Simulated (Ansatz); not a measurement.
The system is MnO.

```xyz
2
Lattice="0.0000 2.2239 2.2239 2.2239 0.0000 2.2239 2.2239 2.2239 0.0000" Properties=species:S:1:pos:R:3 pbc="T T T"
Mn    0.0000    0.0000    0.0000
O     2.2239    2.2239    2.2239
```

The cell is a database's computed one.

- Program: Ansatz 0.2.0
- Task: relaxation of cell and atoms
- Functional: PBE
- Dispersion: D3(BJ)
- Potentials or basis: all-electron LAPW, scalar-relativistic
- Basis error allowed: 0.001 eV/atom
- k mesh: 10 × 10 × 10
- Occupations: fermi-dirac, width 0.05 eV
- Spin: collinear spin, ferromagnetic start
- Starting moments: [4.0, 0.0] μB

At the start: volume 11.00 Å³/atom.

Task: How do energy, volume and symmetry change on relaxing?

Result: Over 15 steps the energy falls by 18.6 meV/atom and the volume is 11.04 Å³/atom (+0.4 %); space group Fm-3m (No. 225, to 0.05 Å); moment 4.80 μB per cell.

Step by step:
```csv
step,energy change (eV),largest force (eV/Å),volume (Å³)
1,0.0000,0.0000,22.00
2,-0.0076,0.0000,22.79
3,-0.0110,0.0000,22.73
4,-0.0324,0.0000,22.24
5,-0.0326,0.0000,22.24
6,-0.0329,0.0000,22.23
7,-0.0341,0.0000,22.20
8,-0.0346,0.0000,22.04
9,-0.0359,0.0000,22.14
10,-0.0367,0.0000,22.12
11,-0.0371,0.0000,22.10
12,-0.0372,0.0000,22.08
13,-0.0372,0.0000,22.09
14,-0.0372,0.0000,22.08
15,-0.0372,0.0000,22.08
```

Final structure:
```cif
data_structure
_symmetry_space_group_name_H-M 'P 1'
_symmetry_Int_Tables_number 1
_cell_length_a 3.1492
_cell_length_b 3.1492
_cell_length_c 3.1492
_cell_angle_alpha 60.000
_cell_angle_beta 60.000
_cell_angle_gamma 60.000
_cell_volume 22.08
loop_
_atom_site_label
_atom_site_type_symbol
_atom_site_fract_x
_atom_site_fract_y
_atom_site_fract_z
_atom_site_occupancy
Mn1 Mn 0.00000 0.00000 0.00000 1
O1 O 0.50000 0.50000 0.50000 1
```

Caveat: a cell with one magnetic atom can't hold antiferromagnetic order, which such compounds often take.
